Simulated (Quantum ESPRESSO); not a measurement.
The system is PbS (Galena).

```
Pb S
1.0
     0.00000    2.96575    2.96575
     2.96575    0.00000    2.96575
     2.96575    2.96575    0.00000
Pb S
1 1
Direct
  0.00000 0.00000 0.00000
  0.50000 0.50000 0.50000
```

Base run:

- Program: Quantum ESPRESSO 7.5
- Functional: PBEint
- Potentials or basis: PseudoDojo 0.4.1 SR PBE standard
- Cutoff: 762 eV
- Density cutoff: 3048 eV
- k mesh: 8 × 8 × 8
- Occupations: fermi-dirac, width 0.05 eV
- Spin: no spin polarisation

Its results: band gap on the k mesh 0.28 eV, direct; pressure 0.0 GPa.

Question: After a change of settings the same cell gave: band gap on the k mesh 1.48 eV, direct; pressure -4.6 GPa. Which change was it?
A. functional from PBEint to AM05
B. functional from PBEint to HLE16
C. functional from PBEint to vdW-DF2
D. functional from PBEint to rPW86PBE; dispersion from none to rVV10

Answer: B.

Caveats: the potentials were made for another functional, which shifts forces and pressure; spin-orbit coupling is left out, which as a rule narrows the gap of such compounds by several tenths of an eV; the potentials were made for a functional far from this one (some runs).
